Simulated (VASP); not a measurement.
## HgSe (strained zincblende): one r²SCAN single-point calculation in two programs

```
Hg Se
1.0
     0.00000    3.12359    3.12359
     3.12359    0.00000    3.12359
     3.12359    3.12359    0.00000
Hg Se
1 1
Direct
  0.00000 0.00000 0.00000
  0.25000 0.25000 0.25000
```

The two codes use different PAW datasets and cutoffs. VASP's cell holds 18 valence electrons and Ansatz's 36. Ansatz's stress includes a Pulay correction; VASP's doesn't.

Cutoffs: 520 eV in VASP, 500 eV in Ansatz. k meshes: 8×8×8 and 8×8×8.

```
                               VASP    Ansatz
gap between bands v and c   0.00 eV   0.00 eV
         least direct gap   0.00 eV   0.00 eV
                 pressure  -1.2 GPa  -1.4 GPa
```

Band v is the last that the valence electrons fill when counted band by band, and c is the next. Levels in eV from the top of v, Ansatz:

```csv
point,v−1,v,c,c+1
Γ,0.00,0.00,0.00,6.04
X,-2.02,-2.02,2.95,3.48
K,-2.55,-1.65,3.13,4.82
L,-0.85,-0.85,1.39,6.73
W,-2.38,-2.17,3.67,5.47
```

VASP:

```tsv
point	v−1	v	c	c+1
Γ	0.00	0.00	0.00	6.03
X	-2.03	-2.03	2.94	3.47
K	-2.56	-1.66	3.12	4.82
L	-0.85	-0.85	1.38	6.72
W	-2.38	-2.18	3.67	5.47
```
